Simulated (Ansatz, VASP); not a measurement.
Two plane-wave programs on Re

```
Re
1.0
     4.35542    0.00000    0.00000
    -2.17771    3.77190    0.00000
     0.00000    0.00000    2.72689
Re
3
Direct
  0.00000 0.00000 0.00000
  0.33333 0.66667 0.50000
  0.66667 0.33333 0.50000
```

Alike in both runs: functional r2SCAN; k mesh 8 × 8 × 12; occupations fermi-dirac, width 0.1 eV; no spin polarisation.

Ansatz relaxed the structure, and its values are those at the end. VASP's run is a single point on that final structure, the one shown.

|  | VASP | Ansatz |
| --- | --- | --- |
| version | VASP 6.6.1 | Ansatz 0.2.0 |
| potentials or method | VASP PAW PBE potentials, release 64 (Re) | plane waves (500 eV) with PAW, scalar-relativistic |
| plane-wave cutoff (eV) | 520 | 500 |
| valence electrons in the cell | 21 | 45 |

```csv
,VASP,Ansatz,Ansatz less VASP
pressure (GPa),-0.2,0.0,+0.25
```

The two sets of potentials don't hold the same shells in valence.

Caveats: the PAW data sets were made with another functional, which shifts forces and pressure a little (VASP). Spin-orbit coupling is left out, which matters for the levels of Re.
